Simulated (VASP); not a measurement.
# Te (P6/mmm) in VASP: further runs

One crystal, Te, is run at these levels: PBE, RPBE, PBEsol+D4; tasks: relaxation of cell and atoms, relaxation of the atoms.

Program: VASP 6.6.1. These are calculated values, not measurements. Logs are shortened: lines on timing, memory, paths and dates and some standing lists are left out, and cuts for length are marked.

### Step 1. Starting point

It takes space group P6/mmm (No. 191, hexagonal). The conventional cell has a = 3.401 Å, b = 3.401 Å, c = 3.108 Å, α = 90.00°, β = 90.00°, γ = 120.00°. Te (site symmetry 6/mmm) is surrounded by 8 Te at 3.11 to 3.40 Å.

The cell was built by a generator and needn't be a form met in nature.

### Step 2. Relaxation of cell and atoms, PBE

The input, INCAR:

```
SYSTEM = Te
PREC = Accurate
ENCUT = 600
EDIFF = 1E-7
ISMEAR = 0
SIGMA = 0.05
LREAL = .False.
LASPH = .True.
NELM = 80
ALGO = Normal
ISIF = 3
LWAVE = .False.
LCHARG = .False.
GGA = PE
IBRION = 2
NSW = 60
EDIFFG = -0.005
```

The input, KPOINTS:

```
Automatic mesh
0
Gamma
  9 9 9
  0 0 0
```

The input, POSCAR:

```
Te
1.0
    3.4005200000      0.0000000000      0.0000000000
   -1.7002600000      2.9449400000      0.0000000000
    0.0000000000      0.0000000000      3.1084700000
Te
1
Direct
    0.0000000000      0.0000000000      0.0000000000
```

Potentials or basis: VASP PAW PBE potentials, release 64 (Te).

Run with:

```
> cat potpaw_PBE.64/Te/POTCAR > POTCAR
> mpirun -np 1 vasp_std > vasp.out
```

OUTCAR:

```text
SYSTEM = Te
   PREC = Accurate
   ENCUT = 600
   EDIFF = 1E-7
   ISMEAR = 0
   LREAL = .False.
   LASPH = .True.
   NELM = 80
   ISIF = 3
   GGA = PE
   IBRION = 2
   NSW = 60
   EDIFFG = -0.005

 ion  position               nearest neighbor table
   1  0.000  0.000  0.000-

  LATTYP: Found a hexagonal cell.
 ALAT       =     3.4005200000
 C/A-ratio  =     0.9141160764

  Lattice vectors:

 A1 = (   3.4005200000,   0.0000000000,   0.0000000000)
 A2 = (  -1.7002600000,   2.9449400000,   0.0000000000)
 A3 = (   0.0000000000,   0.0000000000,   3.1084700000)

Analysis of symmetry for initial positions (statically):
=====================================================================
 Subroutine PRICEL returns:
 Original cell was already a primitive cell.

 Routine SETGRP: Setting up the symmetry group for a
 hexagonal supercell.

 Subroutine GETGRP returns: Found 24 space group operations
 (whereof 24 operations were pure point group operations)
 out of a pool of 24 trial point group operations.

The static configuration has the point symmetry D_6h.

Analysis of symmetry for dynamics (positions and initial velocities):
=====================================================================
 Subroutine PRICEL returns:
 Original cell was already a primitive cell.

 Routine SETGRP: Setting up the symmetry group for a
 hexagonal supercell.

 Subroutine GETGRP returns: Found 24 space group operations
 (whereof 24 operations were pure point group operations)
 out of a pool of 24 trial point group operations.

The dynamic configuration has the point symmetry D_6h.

 Subroutine INISYM returns: Found 24 space group operations
 (whereof 24 operations are pure point group operations),
 and found     1 'primitive' translations

----------------------------------------------------------------------------------------

                                     Primitive cell

  volume of cell :      31.1292

  direct lattice vectors                    reciprocal lattice vectors
     3.400520000  0.000000000  0.000000000     0.294072671  0.169782746  0.000000000
    -1.700260000  2.944940000  0.000000000     0.000000000  0.339565492  0.000000000
     0.000000000  0.000000000  3.108470000     0.000000000  0.000000000  0.321701673

  length of vectors
     3.400520000  3.400522853  3.108470000     0.339565777  0.339565492  0.321701673

  position of ions in fractional coordinates (direct lattice)
     0.000000000  0.000000000  0.000000000

  ion indices of the primitive-cell ions
   primitive index   ion index
                 1           1

----------------------------------------------------------------------------------------

 KPOINTS: Automatic mesh

Automatic generation of k-mesh.
 Grid dimensions read from file:
 generate k-points for:    9    9    9

 Generating k-lattice:

  Cartesian coordinates                     Fractional coordinates (reciprocal lattice)
     0.032674741  0.018864750  0.000000000     0.111111111  0.000000000  0.000000000
     0.000000000  0.037729499  0.000000000     0.000000000  0.111111111  0.000000000
     0.000000000  0.000000000  0.035744630     0.000000000  0.000000000  0.111111111

  Length of vectors
     0.037729531  0.037729499  0.035744630

  Shift w.r.t. Gamma in fractional coordinates (k-lattice)
     0.000000000  0.000000000  0.000000000

 Subroutine IBZKPT returns following result:
 ===========================================

 Found     60 irreducible k-points:

 Following reciprocal coordinates:
            Coordinates               Weight
  0.000000  0.000000  0.000000      1.000000
  0.111111  0.000000  0.000000      6.000000
  0.222222  0.000000  0.000000      6.000000
  0.333333  0.000000  0.000000      6.000000
  0.444444  0.000000  0.000000      6.000000
  0.111111  0.111111  0.000000      6.000000
[... 16 lines left out ...]
  0.333333  0.222222  0.111111     24.000000
  0.333333  0.333333  0.111111      4.000000
 [... further k-points ...]
   k-points           NKPTS =     60   k-points in BZ     NKDIM =     60   number of bands    NBANDS=      7
   number of dos      NEDOS =    301   number of ions     NIONS =      1
   total plane-waves  NPLWV =  21952
   dimension x,y,z NGX =    28 NGY =   28 NGZ =   28
   dimension x,y,z NGXF=    56 NGYF=   56 NGZF=   56
   ions per type =               1
   NGX,Y,Z   is equivalent  to a cutoff of  13.69, 13.69, 14.97 a.u.
   NGXF,Y,Z  is equivalent  to a cutoff of  27.38, 27.38, 29.95 a.u.
 SYSTEM =  Te
   PREC   = accura    normal or accurate (medium, high low for compatibility)
   ISTART =      0    job   : 0-new  1-cont  2-samecut
   ICHARG =      2    charge: 1-file 2-atom 10-const
   ISPIN  =      1    spin polarized calculation?
   LNONCOLLINEAR =      F non collinear calculations
   LSORBIT =      F    spin-orbit coupling
   LASPH  =      T    aspherical Exc in radial PAW
   ENCUT  =  600.0 eV  44.10 Ry    6.64 a.u.   6.79  6.79  6.21*2*pi/ulx,y,z
   NELM   =     80;   NELMIN=  2; NELMDL= -5     # of ELM steps
   EDIFF  = 0.1E-06   stopping-criterion for ELM
   LREAL  =      F    real-space projection
   EDIFFG = -.5E-02   stopping-criterion for IOM
   NSW    =     60    number of steps for IOM
   IBRION =      2    ionic relax: 0-MD 1-quasi-New 2-CG
   NFREE  =      1    steps in history (QN), initial steepest desc. (CG)
   ISIF   =      3    stress and relaxation
   ISYM   =      2    0-nonsym 1-usesym 2-fastsym
   POTIM  = 0.5000    time-step for ionic-motion
   TEBEG  =    0.0;   TEEND  =   0.0 temperature during run
   PSTRESS=    0.0 pullay stress
   NELECT =       6.0000    total number of electrons
   NUPDOWN=      -1.0000    fix difference up-down
   EMIN   =  10.00;   EMAX   =-10.00  energy-range for DOS
   EFERMI =   0.00;   METHOD = LEGACY
   ISMEAR =     0;   SIGMA  =   0.05  broadening in eV -4-tet -1-fermi 0-gaus
   EFERMI_NEDOS =   21; number of points for ismear=-14 and -15
   IALGO  =     38    algorithm
   IMIX   =      4    mixing-type and parameters
     AMIX     =   0.40;   BMIX     =  1.00
     AMIX_MAG =   1.60;   BMIX_MAG =  1.00
  volume/ion in A,a.u.               =      31.13       210.07
  Fermi-wavevector in a.u.,A,eV,Ry     =   0.945662  1.787041 12.167362  0.894276
  Thomas-Fermi vector in A             =   2.073585
   LORBIT       =      0    0 simple, 1 ext, 2 COOP (PROOUT), +10 PAW based schemes
   GGA     = PE    functional components
   LHFCALC =     F    Hartree Fock is set to
   AEXX    =    0.0000 exact exchange contribution
   IVDW    =     0    specifies the selected vdW correction
   LEPSILON=     F    determine dielectric tensor
   LRPA    =     F    only Hartree local field effects (RPA)
 conjugate gradient relaxation of ions
 non-spin polarized calculation
 Gauss-broadening in eV      SIGMA  =   0.05
  energy-cutoff  :      600.00
  volume of cell :       31.13
 maximum number of plane-waves:      1052
 NGX is ok and might be reduce to    28
   NGX = 13   NGY = 13   NGZ = 13

--------------------------------------- Ionic step        1  -------------------------------------------

 number of electron       6.0000000 magnetization

 Free energy of the ion-electron system (eV)
  ---------------------------------------------------
  ext. energy  EPLUGINS =         0.00000000
  ---------------------------------------------------
  free energy    TOTEN  =        -2.92125986 eV

  energy without entropy =       -2.92053918  energy(sigma->0) =       -2.92089952

------------------------ aborting loop because EDIFF is reached ----------------------------------------

  FORCE on cell =-STRESS in cart. coord.  units (eV):
  Direction    XX          YY          ZZ          XY          YZ          ZX
  --------------------------------------------------------------------------------------
  -------------------------------------------------------------------------------------
  Total       -0.0328340     -0.0328341      0.1818634      0.0000000     -0.0000000      0.0000000
  in kB       -1.6899191     -1.6899229      9.3602493      0.0000000     -0.0000000      0.0000000
  external PRESSURE =       1.9934691 kB  Pullay stress =       0.0000000 kB

 VOLUME and BASIS-vectors are now :
 -----------------------------------------------------------------------------
  energy-cutoff  :      600.00
  volume of cell :       31.13
      direct lattice vectors                 reciprocal lattice vectors
     3.400520000  0.000000000  0.000000000     0.294072671  0.169782746  0.000000000
    -1.700260000  2.944940000  0.000000000     0.000000000  0.339565492  0.000000000
     0.000000000  0.000000000  3.108470000     0.000000000  0.000000000  0.321701673
[... 106 lines left out ...]
 POSITION                                       TOTAL-FORCE (eV/Angst)
 -----------------------------------------------------------------------------------
      0.00000      0.00000      0.00000        -0.000000     -0.000000      0.000000
 -----------------------------------------------------------------------------------
    total drift:                                0.000000      0.000000      0.000000

  FREE ENERGIE OF THE ION-ELECTRON SYSTEM (eV)
  ---------------------------------------------------
  free  energy   TOTEN  =        -2.9217950836 eV

  energy  without entropy=       -2.9211597636  energy(sigma->0) =       -2.92147742

--------------------------------------- Ionic step        5  -------------------------------------------

 number of electron       6.0000000 magnetization

 Free energy of the ion-electron system (eV)
  ---------------------------------------------------
  ext. energy  EPLUGINS =         0.00000000
  ---------------------------------------------------
  free energy    TOTEN  =        -2.92179932 eV

  energy without entropy =       -2.92115725  energy(sigma->0) =       -2.92147829

 E-fermi :   6.7761     XC(G=0):  -9.5727

 val. band max:        6.7461196581   @ k =   0.4444   0.0000   0.1111
 cond. band min:       6.8391365760   @ k =   0.3333   0.1111   0.3333
 fundamental gap:      0.0930169179
 Fermi energy:         6.7761285132

 k-point     1 :       0.0000    0.0000    0.0000
  band No.  band energies     occupation
      1      -6.7578      2.00000
      2       8.6078      0.00000
      3       8.6725      0.00000
      4       8.6725      0.00000
      5      13.2286      0.00000
      6      14.3471      0.00000
      7      15.9238      0.00000

 k-point     2 :       0.1111    0.0000    0.0000
  band No.  band energies     occupation
      1      -6.5813      2.00000
      2       7.2986      0.00000
      3       8.3254      0.00000
      4       8.7663      0.00000
      5      13.5455      0.00000
      6      14.3686      0.00000
      7      15.7171      0.00000
[... 201 lines left out ...]
 k-point    23 :       0.3333    0.2222    0.1111
  band No.  band energies     occupation
      1      -4.2298      2.00000
      2       1.9752      2.00000
      3       4.0255      2.00000
      4       9.0999      0.00000
      5      15.7692      0.00000
      6      15.8601      0.00000
      7      17.7401      0.00000

 k-point    24 :       0.3333    0.3333    0.1111
  band No.  band energies     occupation
      1      -4.0223      2.00000
      2       2.6189      2.00000
      3       2.6189      2.00000
      4       9.2685      0.00000
      5      16.4052      0.00000
      6      16.4053      0.00000
      7      18.3362      0.00000

 [... further k-points ...]
[... 5 lines left out ...]
  --------------------------------------------------------------------------------------
  -------------------------------------------------------------------------------------
  Total        0.0028557      0.0028558     -0.0018360      0.0000000     -0.0000000      0.0000000
  in kB        0.1466059      0.1466063     -0.0942525      0.0000000     -0.0000000      0.0000000
  external PRESSURE =       0.0663199 kB  Pullay stress =       0.0000000 kB

 VOLUME and BASIS-vectors are now :
 -----------------------------------------------------------------------------
  energy-cutoff  :      600.00
  volume of cell :       31.21
      direct lattice vectors                 reciprocal lattice vectors
     3.395486492  0.000000000  0.000000000     0.294508608  0.170034434  0.000000000
    -1.697743246  2.940580840 -0.000000000     0.000000000  0.340068869 -0.000000000
    -0.000000000  0.000000000  3.125676484     0.000000000  0.000000000  0.319930743

 POSITION                                       TOTAL-FORCE (eV/Angst)
 -----------------------------------------------------------------------------------
      1.69774      2.94058     -0.00000         0.000000     -0.000000      0.000000
 -----------------------------------------------------------------------------------
    total drift:                               -0.000000      0.000000     -0.000000

  FREE ENERGIE OF THE ION-ELECTRON SYSTEM (eV)
  ---------------------------------------------------
  free  energy   TOTEN  =        -2.9217993240 eV

  energy  without entropy=       -2.9211572516  energy(sigma->0) =       -2.92147829

 reached required accuracy - stopping structural energy minimisation
```

It took 16 s on 1 thread of Intel Xeon 6975P-C (Granite Rapids), shared host; peak memory 0.17 GiB.

What came out:

* Free energy: -2.9218 eV
* Relaxed volume: 31.21 Å³/atom
* Relaxed cell: a = 3.395 Å, b = 3.395 Å, c = 3.126 Å, α = 90.00°, β = 90.00°, γ = 120.00°
* Space group after relaxing (to 0.05 Å): P6/mmm (No. 191)
* Energy gained by relaxing: 0.5 meV/atom
* Ionic steps: 5
* Pressure after relaxing: 0.0 GPa
* Band gap on the k mesh: none (metal or under the smearing width)

Step by step:
| step | energy change (eV) | largest force (eV/Å) | pressure (GPa) | volume (Å³) |
| --- | --- | --- | --- | --- |
| 1 | 0.0000 | 0.0000 | 0.20 | 31.13 |
| 2 | -0.0004 | 0.0000 | -0.18 | 31.30 |
| 3 | -0.0005 | 0.0000 | -0.04 | 31.24 |
| 4 | -0.0005 | 0.0000 | -0.04 | 31.24 |
| 5 | -0.0005 | 0.0000 | 0.01 | 31.21 |

Final structure:
```xyz
1
Lattice="3.3955 0.0000 0.0000 -1.6977 2.9406 0.0000 0.0000 0.0000 3.1257" Properties=species:S:1:pos:R:3 pbc="T T T"
Te    1.6977    2.9406    0.0000
```

(Continued in part 2 of 3.)
